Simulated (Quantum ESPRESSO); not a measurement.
# ZnSe (Stilleite) under changes of volume

One of the cells (22.757 Å³/atom); the others are scaled copies at fixed shape and fractional positions:

```
Se Zn
1.0
     0.00000    2.83380    2.83380
     2.83380    0.00000    2.83380
     2.83380    2.83380    0.00000
Se Zn
1 1
Direct
  0.75000 0.75000 0.75000
  0.00000 0.00000 0.00000
```

- Program: Quantum ESPRESSO 7.5
- Functional: PBE
- Potentials or basis: SSSP 1.3 efficiency PBE
- Cutoff: 748 eV
- Density cutoff: 5987 eV
- k mesh: 8 × 8 × 8
- Occupations: fermi-dirac, width 0.05 eV
- Spin: no spin polarisation

```tsv
volume (Å³/atom)	energy over the lowest point (meV/atom)	pressure (GPa)	gap on the mesh (eV)
21.391	43.51	6.9	1.54
21.846	26.34	5.1	1.45
22.301	13.86	3.6	1.36
22.757	5.58	2.2	1.28
23.212	?	?	?
23.667	0.00	-0.2	1.13
24.122	1.96	-1.2	1.06
```

Q: What does the run at 23.212 Å³/atom give?

A: Energy over the lowest point 1.09 meV/atom; pressure 0.9 GPa; gap on the mesh 1.20 eV.

Worked out: A Birch-Murnaghan fit of order 3 (a polynomial in V^(-2/3)) to the other rows has its minimum at 23.60 Å³/atom with B0 = V·E''(V) = 57 GPa and B' = 4.5. It gives 1.09 meV/atom at 23.212 Å³/atom, against the run's 1.09, and -dE/dV = 1.0 GPa, against 0.9. A straight line through the other rows of the gap, of slope -3.98 eV per unit of ln V (its deformation potential), gives 1.21 eV, against the run's 1.20.

Energies are extrapolated to zero smearing.

Spin-orbit coupling on Se is left out.
